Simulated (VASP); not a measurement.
Input of a VASP 6.6.1 run:

The input INCAR:

```
ALGO     = Normal         # electronic algorithm
EDIFF    = 1E-7           # SCF threshold, eV
EDIFFG   = -0.01          # ionic threshold
ENCUT    = 600            # plane-wave cutoff, eV
IBRION   = 2              # ionic algorithm
ISIF     = 3              # what is computed and relaxed
ISMEAR   = 0              # smearing method
LASPH    = True           # aspherical terms in the spheres
LCHARG   = False          # write CHGCAR
LMIXTAU  = True         
LREAL    = False          # projectors in reciprocal space
LWAVE    = False          # write WAVECAR
METAGGA  = R2SCAN         # meta-GGA
NELM     = 100            # most SCF steps
NSW      = 60             # ionic steps
PREC     = Accurate       # precision mode
SIGMA    = 0.086          # smearing width, eV
```

The input KPOINTS:

```
k-points
0
Gamma
  14 14 14
```

The input POSCAR:

```
Sc
1.0
    0.0000000000      2.1233480000      2.1233480000
    2.1233480000      0.0000000000      2.1233480000
    2.1233480000      2.1233480000      0.0000000000
Sc
1
Direct
    0.0000000000      0.0000000000      0.0000000000
```

Potentials or basis: VASP PAW PBE potentials, release 64 (Sc_sv).

Command:

```sh
$ cat potpaw_PBE.64/Sc_sv/POTCAR > POTCAR
$ mpirun -np 1 vasp_std > vasp.out
```

Task: Predict the space group after relaxing (to 0.05 Å).

Result: Fm-3m (No. 225).

Task: Predict the relaxed cell.

Result: a = 3.291 Å, b = 3.291 Å, c = 3.291 Å, α = 60.00°, β = 60.00°, γ = 60.00°.

Final structure:
```
Sc
1.0
     0.00000    2.32701    2.32701
     2.32701    0.00000    2.32701
     2.32701    2.32701    0.00000
Sc
1
Direct
  0.00000 0.00000 0.00000
```
